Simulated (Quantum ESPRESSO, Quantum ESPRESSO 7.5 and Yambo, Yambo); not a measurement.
## BeTe (F-43m): G0W0 with Yambo, start to end

Aim: the G0W0 gap of BeTe (F-43m) on PBE, step by step.

Program: Quantum ESPRESSO 7.5 and Yambo 5.3.0. Level of theory: PBE and many-body steps on it, plane waves. Results are calculated unless marked as measured.

**Experimental background.**

- Gap 2.7 eV: absolute (indirect, Gamma to X) gap; bulk crystal (quoted from earlier experiment) (quoted in “The band structure of BeTe - a combined experimental and theoretical study”, 1997, arxiv:cond-mat/9712266).

- Gap 2.8 eV: absolute (indirect, Gamma to X) gap, second literature value; film (quoted from earlier experiment) (quoted in “The band structure of BeTe - a combined experimental and theoretical study”, 1997, arxiv:cond-mat/9712266).

This is a report of a sequence of runs, with most program output left out.

**1. The structure**

It takes space group F-43m (No. 216, cubic). The conventional cell has a = 5.663 Å, b = 5.663 Å, c = 5.663 Å, α = 90.00°, β = 90.00°, γ = 90.00°. Nearest to Be lie 4 Te at 2.45 Å. Te has 4 Be at 2.45 Å nearest. Farther neighbours and most contacts between anions are not listed.

Coordinates:

```cif
data_structure
_symmetry_space_group_name_H-M 'P 1'
_symmetry_Int_Tables_number 1
_cell_length_a 4.0043
_cell_length_b 4.0043
_cell_length_c 4.0043
_cell_angle_alpha 60.000
_cell_angle_beta 60.000
_cell_angle_gamma 60.000
_cell_volume 45.40
loop_
_atom_site_label
_atom_site_type_symbol
_atom_site_fract_x
_atom_site_fract_y
_atom_site_fract_z
_atom_site_occupancy
Be1 Be 0.00000 0.00000 0.00000 1
Te2 Te 0.75000 0.75000 0.75000 1
```

The cell and positions are those that the Materials Project relaxed with its own functionals (PBE, PBE+U or r2SCAN), kept fixed. Spin-orbit coupling is left out unless a step names it.

**2. Ground state**

This step: Quantum ESPRESSO 7.5; DFT, PBE, plane waves, norm-conserving pseudopotentials.

The ground-state density comes first.

File pw.in:

```
&control
  calculation = 'scf'
  prefix = 'x'
  outdir = 'o'
  pseudo_dir = 'pseudo'
/
&system
  ibrav = 0
  nat = 2
  ntyp = 2
  ecutwfc = 88.0
  nbnd = 19
  force_symmorphic = .true.
/
&electrons
  conv_thr = 1e-10
  electron_maxstep = 80
  mixing_beta = 0.5
/
ATOMIC_SPECIES
  Be 9.012 Be.upf
  Te 127.6 Te.upf
CELL_PARAMETERS angstrom
  -0.0000000000 2.8314587876 2.8314587876
  2.8314587876 0.0000000000 2.8314587876
  2.8314587876 2.8314587876 0.0000000000
ATOMIC_POSITIONS crystal
  Be 0.0000000000 0.0000000000 0.0000000000
  Te 0.7500000000 0.7500000000 0.7500000000
K_POINTS automatic
  6 6 6 0 0 0
```

On the command line:

```bash
$ OMP_NUM_THREADS=1 mpirun -n 4 pw.x -nk 4 -in pw.in > pw.out
```

Run time: 7 s. Hardware: 4 MPI ranks of Arm Neoverse V1, shared host; peak memory 0.27 GiB.

Numbers from this step:

```
total energy               : -8013.1641 eV
gap                        : 2.027 eV
k of the valence top       : 0, 0, 0
k of the conduction bottom : 0, -0.5, -0.5
least direct gap           : 3.645 eV
```

The gap is indirect, with the least direct gap 1.62 eV higher.

**3. Bands along the symmetry lines**

The cheap functional maps the bands first; the places of the edges decide which points the dearer methods must see.

File pw.in:

```
&control
  calculation = 'bands'
  prefix = 'x'
  outdir = 'o'
  pseudo_dir = 'pseudo'
/
&system
  ibrav = 0
  nat = 2
  ntyp = 2
  ecutwfc = 88.0
  nbnd = 20
  force_symmorphic = .true.
/
&electrons
  conv_thr = 1e-9
  electron_maxstep = 80
  diago_full_acc = .true.
  diago_thr_init = 5e-6
/
ATOMIC_SPECIES
  Be 9.012 Be.upf
  Te 127.6 Te.upf
CELL_PARAMETERS angstrom
  -0.0000000000 2.8314587876 2.8314587876
  2.8314587876 0.0000000000 2.8314587876
  2.8314587876 2.8314587876 0.0000000000
ATOMIC_POSITIONS crystal
  Be 0.0000000000 0.0000000000 0.0000000000
  Te 0.7500000000 0.7500000000 0.7500000000
K_POINTS crystal
  50
  0.00000000 0.00000000 0.00000000 1
  -0.06250000 -0.06250000 0.00000000 1
  -0.12500000 -0.12500000 0.00000000 1
  -0.18750000 -0.18750000 0.00000000 1
  -0.25000000 -0.25000000 0.00000000 1
  -0.31250000 -0.31250000 0.00000000 1
  -0.37500000 -0.37500000 0.00000000 1
  -0.43750000 -0.43750000 0.00000000 1
  -0.50000000 -0.50000000 0.00000000 1
  -0.48437500 -0.48437500 0.03125000 1
  -0.46875000 -0.46875000 0.06250000 1
  -0.45312500 -0.45312500 0.09375000 1
  -0.43750000 -0.43750000 0.12500000 1
  -0.42187500 -0.42187500 0.15625000 1
  -0.40625000 -0.40625000 0.18750000 1
  -0.39062500 -0.39062500 0.21875000 1
  -0.37500000 -0.37500000 0.25000000 1
  -0.37500000 0.00000000 0.37500000 1
  -0.32812500 0.00000000 0.32812500 1
  -0.28125000 0.00000000 0.28125000 1
  -0.23437500 0.00000000 0.23437500 1
  -0.18750000 0.00000000 0.18750000 1
  -0.14062500 0.00000000 0.14062500 1
  -0.09375000 0.00000000 0.09375000 1
  -0.04687500 0.00000000 0.04687500 1
  0.00000000 0.00000000 0.00000000 1
  0.00000000 0.00000000 0.06250000 1
  0.00000000 0.00000000 0.12500000 1
  0.00000000 0.00000000 0.18750000 1
  0.00000000 0.00000000 0.25000000 1
  0.00000000 0.00000000 0.31250000 1
  0.00000000 0.00000000 0.37500000 1
  0.00000000 0.00000000 0.43750000 1
  -0.00000000 -0.00000000 0.50000000 1
  -0.06250000 -0.03125000 0.46875000 1
  -0.12500000 -0.06250000 0.43750000 1
  -0.18750000 -0.09375000 0.40625000 1
  -0.25000000 -0.12500000 0.37500000 1
  -0.31250000 -0.15625000 0.34375000 1
  -0.37500000 -0.18750000 0.31250000 1
  -0.43750000 -0.21875000 0.28125000 1
  -0.50000000 -0.25000000 0.25000000 1
  -0.50000000 -0.28125000 0.21875000 1
  -0.50000000 -0.31250000 0.18750000 1
  -0.50000000 -0.34375000 0.15625000 1
  -0.50000000 -0.37500000 0.12500000 1
  -0.50000000 -0.40625000 0.09375000 1
  -0.50000000 -0.43750000 0.06250000 1
  -0.50000000 -0.46875000 0.03125000 1
  -0.50000000 -0.50000000 0.00000000 1
```

The job ended after 5.7 s (4 MPI ranks; peak memory 0.24 GiB).

Numbers from this step:

* gap: 2.027 eV
* k of the valence top: 0, 0, 0
* k of the conduction bottom: -0.5, -0.5, 0
* least direct gap: 3.645 eV

The gap is 2.027 eV, as in the run before at this level.

Electronic bands along the path, in eV, zero at the top of the highest filled band:

```csv
point,band 11,band 12,band 13,band 14,band 15,band 16,band 17,band 18
Γ,-12.19,0.00,0.00,0.00,3.64,3.64,3.64,3.71
halfway,-11.47,-2.86,-1.63,-1.63,2.65,4.41,6.43,6.43
X,-10.42,-5.02,-2.58,-2.58,2.03,2.71,9.65,9.65
halfway,-10.41,-4.92,-3.06,-2.47,2.35,3.37,9.06,9.11
U,-10.44,-4.67,-3.78,-2.17,2.75,5.28,7.86,8.13
jump to K,-10.44,-4.67,-3.78,-2.17,2.75,5.28,7.86,8.13
halfway,-11.41,-3.47,-2.20,-0.65,4.05,4.68,5.21,6.25
Γ,-12.19,0.00,0.00,0.00,3.64,3.64,3.64,3.71
halfway,-11.65,-3.26,-0.65,-0.65,3.29,4.51,4.51,6.96
L,-10.89,-5.43,-1.10,-1.10,3.05,4.62,4.62,7.84
halfway,-10.66,-5.01,-2.83,-1.85,4.21,4.41,6.65,7.73
W,-10.39,-4.50,-3.60,-3.12,5.30,5.54,5.60,6.15
halfway,-10.40,-4.82,-3.05,-2.87,3.05,3.67,8.22,8.40
X,-10.42,-5.02,-2.58,-2.58,2.03,2.71,9.65,9.65
```

**4. Empty states on the mesh, 4×4×4 mesh, 117 bands**

The sums over transitions need many empty states on a uniform mesh; this step solves for them.

File pw.in:

```
&control
  calculation = 'nscf'
  prefix = 'x'
  outdir = 'o'
  pseudo_dir = 'pseudo'
/
&system
  ibrav = 0
  nat = 2
  ntyp = 2
  ecutwfc = 88.0
  nbnd = 117
  force_symmorphic = .true.
/
&electrons
  conv_thr = 1e-9
  electron_maxstep = 80
  diago_full_acc = .true.
  diago_thr_init = 5e-6
/
ATOMIC_SPECIES
  Be 9.012 Be.upf
  Te 127.6 Te.upf
CELL_PARAMETERS angstrom
  -0.0000000000 2.8314587876 2.8314587876
  2.8314587876 0.0000000000 2.8314587876
  2.8314587876 2.8314587876 0.0000000000
ATOMIC_POSITIONS crystal
  Be 0.0000000000 0.0000000000 0.0000000000
  Te 0.7500000000 0.7500000000 0.7500000000
K_POINTS automatic
  4 4 4 0 0 0
```

Elapsed: 9.9 s, on 4 MPI ranks; peak memory 0.37 GiB; 39 s of CPU time.

This step gave:

* gap: 2.027 eV
* k of the valence top: 0, 0, 0
* k of the conduction bottom: 0, -0.5, -0.5
* least direct gap: 3.645 eV
* k points computed: 8
* lowest point of the top converged band, above the valence top: 86.6703 eV

On this mesh the gap is 2.027 eV.

**5. Conversion and set-up**

This step: Yambo 5.3.0; conversion and set-up on PBE, plane waves, norm-conserving pseudopotentials.

The states are converted to the many-body program's format and the q mesh is built.

On the command line:

```bash
$ (cd o/x.save; p2y > p2y.log; mv SAVE ../..); yambo > setup.log
```

Elapsed: 2.7 s, on 1 MPI rank; peak memory 0.25 GiB.

**6. Screening and self-energy, 4×4×4 mesh, 117 bands, screening to 163.3 eV**

G0W0 replaces the xc potential by the self-energy, built once from these orbitals. Only a window of levels is corrected, while the sums run over the empty bands that the input names.

This step: G0W0 on PBE, plane waves, norm-conserving pseudopotentials.

File gw1.in:

```
HF_and_locXC
gw0
dyson
ppa
em1d
rim_cut
RandQpts= 1000000
RandGvec= 1 RL
EXXRLvcs= 88 Ry
VXCRLvcs= 352 Ry
Chimod= "HARTREE"
% BndsRnXp
 1 | 117 |
%
NGsBlkXp= 12 Ry
% LongDrXp
 1 | 1 | 1 |
%
% GbndRnge
 1 | 117 |
%
DysSolver= "n"
ExtendOut
PPAPntXp= 27.21138 eV
% QPkrange
 1 | 1 | 13 | 16 |
 7 | 7 | 13 | 16 |
%
```

On the command line:

```bash
$ OMP_NUM_THREADS=1 mpirun -n 4 yambo -F gw1.in -J gw1 -C gw1 > gw1.log
```

Wall time 95 s (4 MPI ranks); peak memory 1.6 GiB; 6.3 min of CPU time.

Numbers from this step:

* G0W0 gap on the points computed: 2.807 eV
* starting gap on the mesh: 2.027 eV
* k of the valence top: 0, 0, 0
* k of the conduction bottom: 0, -0.5, -0.5
* least direct G0W0 gap on the computed points: 4.682 eV
* Z at the valence top: 0.8055
* Z at the conduction bottom: 0.8175

The gap on the mesh goes from 2.03 eV to 2.81 eV, a correction of +0.78 eV.

Limits: finite bands, cutoff and mesh; no spin-orbit coupling; coarse k mesh. v1 is the top filled band, c1 the lowest empty one. The levels before and after the correction (eV, zero at the valence-band top of each column):

```csv
,conduction bottom,valence top
Kohn-Sham,2.03,0.00
G0W0,2.81,0.00
```

```csv
,level,energy (eV)
Kohn-Sham,Γ v2-v1,0.000
Kohn-Sham,Γ c1-c2,3.645
Kohn-Sham,(0 -0.5 -0.5) v2-v1,-2.578
Kohn-Sham,(0 -0.5 -0.5) c1,2.027
Kohn-Sham,(0 -0.5 -0.5) c2,2.711
G0W0,Γ v2-v1,0.000
G0W0,Γ c1-c2,4.683
G0W0,(0 -0.5 -0.5) v2-v1,-2.767
G0W0,(0 -0.5 -0.5) c1,2.807
G0W0,(0 -0.5 -0.5) c2,3.577
```

**7. Where the time went**

Times are wall times on the hardware named with each run, good to a factor of about two.

```csv
step,time,share,memory (GiB)
ground state,7 s,6 %,0.27
bands along the symmetry lines,5.7 s,5 %,0.24
empty states on the mesh,9.9 s,8 %,0.37
conversion and set-up,2.7 s,2 %,0.25
screening and self-energy,95 s,79 %,1.6
```

**8. Outcome**

| Quantity | Value |
| --- | --- |
| PBE gap | 2.03 eV, indirect |
| G0W0 gap on the mesh | 2.81 eV |
| GW settings | 4×4×4 mesh, 117 bands, screening to 163.3 eV, Godby-Needs plasmon pole |
| known limits | not at the basis limit; no spin-orbit coupling; coarse k mesh |

G0W0 moves the gap on the mesh from 2.03 eV to 2.81 eV (+0.78 eV), with Z of 0.81 and 0.82 at the edges. Only 2 of the mesh's irreducible points were corrected, so a valley elsewhere could overtake. The dearest step here is «screening and self-energy». Against experiment, by G0W0@PBE: the gap of 2.81 eV lies +0.11 eV from the measured 2.7 eV (indirect, quoted 1997); the gap of 2.81 eV lies +0.01 eV from the measured 2.8 eV (indirect, quoted 1997). The calculation has static nuclei and no excitons; a measured gap holds zero-point and thermal motion, which mostly lowers it. With atoms this heavy the missing spin-orbit coupling can matter too. Bands and cutoff are finite, so the gap is not at the basis limit. The miss can reach some tenths of an eV and take either sign; the mesh is an error of its own. In the G0W0 run levels were corrected at 2 k points alone, so a gap called «on the mesh» is the least over those, and an edge elsewhere would be missed. The 4×4×4 mesh is coarse for this cell, which bears on the long-range parts of exchange and screening.

[Paths, hosts, dates, memory and timing lines, banners, echoed tables and standing remarks are left out of the program output.]

[Logs are printed without paths, hosts, clocks, repeated set-up lines and the standing remarks that a program may print on its own settings, such as how far it seeks lower states.]

[Runs of the session that timed out or met a known fault of the program may be left out.]

[Hosts, paths, dates, database ids (printed as entryN), source tags and the programs' standing remarks are cut or masked in the printed files.]
